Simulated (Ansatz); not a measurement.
# Al9O: the cost of one run

Program: Ansatz 0.2.0. Level of theory: DFT PBE, scalar-relativistic, plane waves, PAW. These are calculated values, not measurements.

12 further runs of the same task are left out: 2 that didn't finish, 10 set aside as unsound or not needed.

## (1) The structure to begin with

The structure is hexagonal, space group P6_3/mmc (No. 194). The conventional cell has a = 2.854 Å, b = 2.854 Å, c = 9.383 Å, α = 90.00°, β = 90.00°, γ = 120.00°. Al (site symmetry -3m) is surrounded by 12 Al at 2.85 to 2.87 Å. Al (site symmetry -6m2) is surrounded by 12 Al at 2.85 to 2.87 Å.

As a file:

```
Al
1.0
     2.85432    0.00000    0.00000
    -1.42716    2.47192    0.00000
     0.00000    0.00000    9.38319
Al
4
Direct
  0.00000 0.00000 0.00000
  0.33333 0.66667 0.25000
  0.00000 0.00000 0.50000
  0.66667 0.33333 0.75000
```

It goes back to an entry of the Materials Project, which need not be the stable form.

This cell was relaxed beforehand with the same method: volume 16.55 Å³/atom, gap on the mesh none (metal).

## (3) Plan of the scan

Atoms count from 1 in the order of the input.

O is moved over the surface cell; relaxed at each place: the height of the adsorbate's atoms and the top layer of the substrate; the origin of the map has the adsorbate above Al9.

First coordinate, position of O10 along the first surface vector, from above Al9: 4 values from 0.00 to 0.75, periodic. Second coordinate, position of O10 along the second surface vector, from above Al9: 4 values from 0.00 to 0.75, periodic.

Relaxed at each point: the height of the adsorbate's atoms and the top layer of the substrate. Points are written as (first, second).

The two vectors of the plane (Å): (2.854, 0.000, 0.000); (-1.427, 9.703, 0.000).

(The set-up runs are not shown.)

## (4) The run at (0/4, 0/4) of the map's two axes

File input.yaml:

```yaml
crystal:
  lattice:
    - [2.854322333, 0.0, 0.0]
    - [-1.4271611665, 9.7033329366, 0.0]
    - [0.0, 0.0, 20.2902708969]
  atoms:
    - { symbol: Al, position: [0.5324485604, 0.0648971207, 0.1971388169] }
    - { symbol: Al, position: [0.6709687938, 0.3419375876, 0.2462255645] }
    - { symbol: Al, position: [0.2986728405, 0.597345681, 0.256042914] }
    - { symbol: Al, position: [0.9263768872, 0.8527537744, 0.2658602636] }
    - { symbol: Al, position: [0.0639738222, 0.1277383808, 0.3154281718] }
    - { symbol: Al, position: [0.199590548, 0.4042696935, 0.3707822583] }
    - { symbol: Al, position: [0.8288544886, 0.6597110299, 0.3785032288] }
    - { symbol: Al, position: [0.4526361687, 0.9111292155, 0.3874342692] }
    - { symbol: Al, position: [0.5925232094, 0.1814597089, 0.4332259013] }
    - { symbol: O, position: [0.5925232094, 0.1814597089, 0.5258811453] }
basis:
  ecutwfc: 420
kpoints:
  mp_grid: { grid: [9, 3, 1] }
hamiltonian:
  xc: pbe
scf:
  occupations: { method: gaussian, width: 0.1 }
output:
  forces: true
  eigenvalues: true
relax:
  adjacent_minimum: "off"
  f_tol: 0.025
  max_steps: 30
  constraints: [{ sites: [0, 1, 2, 3, 4, 5, 6, 7] }, { sites: [9], fix: xy }]
efield:
  axis: 3
  dipole_correction: true
  ramp_width: 0.04
```

The run is started by

```bash
$ ansatz run input.yaml --threads 1 --pin off --max-ram 3072MiB --backend cpu --events-out ev --progress --plain --runs-dir out
```

What time and memory should one allow on 1 thread of Intel Xeon 6975P-C (Granite Rapids), shared host?

About 2.5 min, with a peak of 0.66 GiB.
